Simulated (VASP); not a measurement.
# GeSe: relaxation under a pulling force, by pulling force on each of the two atoms

GeSe, molecule in box, 2 atoms in the cell. PBE; PAW potentials Ge_d, Se (PBE set).

| Pulling force on each of the two atoms (eV/A) | Distance of the two atoms at the start (A) | Distance after relaxation (A) | Time (s) |
|---|---|---|---|
| 0 | 2.135 | 2.159 | 154 |
| 0.3 | 2.135 | 2.174 | 212 |
| 0.6 | 2.135 | 2.190 | 165 |
| 1 | 2.135 | 2.212 | 205 |
| 1.5 | 2.135 | 2.243 | 229 |
| 2 | 2.135 | 2.280 | 235 |
| 3 | 2.135 | 2.379 | 256 |

## Input of the first row

INCAR:
```
ALGO     = Normal         # electronic algorithm
EDIFF    = 1E-6           # SCF threshold, eV
EDIFFG   = -0.02          # ionic threshold
ENCUT    = 520            # plane-wave cutoff, eV
IBRION   = 2              # ionic algorithm
ISIF     = 2              # what is computed and relaxed
ISMEAR   = 0              # smearing method
ISYM     = 0            
LASPH    = T              # aspherical terms in the spheres
LCHARG   = F              # write CHGCAR
LREAL    = F              # projectors in reciprocal space
LWAVE    = F              # write WAVECAR
NELM     = 100            # most SCF steps
NSW      = 60             # ionic steps
PREC     = Accurate       # precision mode
SIGMA    = 0.01           # smearing width, eV
```

KPOINTS:
```
k-points
0
Gamma
  1 1 1
```

POSCAR:
```
GeSe
1.0
    9.0000000000      0.0000000000      0.0000000000
    0.0000000000      9.0000000000      0.0000000000
    0.0000000000      0.0000000000     12.0000000000
Ge Se
1 1
Direct
    0.5014444400      0.5023333300      0.4138904600
    0.5014444400      0.5023333300      0.5917762100
```

Commands:
```
cat potpaw_PBE.64/Ge_d/POTCAR potpaw_PBE.64/Se/POTCAR > POTCAR
mpirun -np 1 vasp_gam > vasp.out
```

Changes of the last row against the first:
```
+ EFOR = 0.00000 0.00000 -3.00000 0.00000 0.00000 3.00000
```

VASP 6.6.1 took 154 s on 1 core (Intel Xeon Platinum 8259CL @ 2.50GHz (Skylake/Cascade Lake)), a shared host.
